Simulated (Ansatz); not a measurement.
## ZnS under strain: ⁶⁷Zn NMR of the central transition

Cell: a structure deposited in the COD, relaxed with PBE at fixed cell and then changed (z stretched by 3 %, ions relaxed).

```
Zn S
1.0
     1.91500    1.10563   16.09546
    -1.91500    1.10563   16.09546
     0.00000   -2.21125   16.09546
Zn S
5 5
Direct
  0.00034 0.00034 0.00034
  0.73364 0.73364 0.73364
  0.46692 0.46692 0.46692
  0.86694 0.86694 0.86694
  0.60031 0.60031 0.60031
  0.04976 0.04976 0.04976
  0.78300 0.78300 0.78300
  0.51632 0.51632 0.51632
  0.91636 0.91636 0.91636
  0.64974 0.64974 0.64974
```

Atoms are numbered from 1 in the order listed; like atoms form one site, named after its first atom.

The numbers come from a DFT calculation in Ansatz (PBE, plane waves and PAW, scalar-relativistic, 420 eV cutoff, Γ-centred 13×13×13 k-points, Fermi–Dirac smearing 0.02 eV).

⁶⁷Zn has I = 5/2 and Q = 122.0 mb (Pyykkö 2018); at 14.1 T its Larmor frequency is ν₀ = 37.6 MHz. Only the quadrupole interaction is simulated: positions count from each site's isotropic chemical shift, and J coupling is left out, as are shift anisotropy and dipolar coupling, which fast spinning averages.

Task: Give C_Q, η, the quadrupolar product P_Q = |C_Q|(1 + η²/3)^½, the second-order isotropic shift and the breadth of the pattern (fast magic-angle spinning) for each Zn site.

Result: 

| site | first shell | C_Q (MHz) | η | P_Q (MHz) | δ_QIS (ppm) | breadth (kHz) |
| --- | --- | --- | --- | --- | --- | --- |
| Zn1 | 4 S at 2.36–2.39 Å | 0.782 | 0.00 | 0.782 | -2.59 | 0.209 |
| Zn2 | 4 S at 2.36–2.38 Å | 1.02 | 0.00 | 1.02 | -4.37 | 0.353 |
| Zn3 | 4 S at 2.36–2.39 Å | 0.705 | 0.00 | 0.705 | -2.10 | 0.170 |
| Zn4 | 4 S at 2.36–2.39 Å | 0.846 | 0.00 | 0.846 | -3.03 | 0.245 |
| Zn5 | 4 S at 2.36–2.39 Å | 0.835 | 0.00 | 0.835 | -2.95 | 0.238 |

δ_QIS = −(ν_Q²/30ν₀²)[I(I+1) − 3/4](1 + η²/3) × 10⁶ ppm with ν_Q = 3|C_Q|/[2I(2I−1)]; it falls as 1/B₀² in ppm, and the breadth as 1/B₀ in kHz.

An axis of threefold or higher order runs through Zn1, Zn2, Zn3, Zn4 and Zn5, so V_zz lies along it and η is zero.
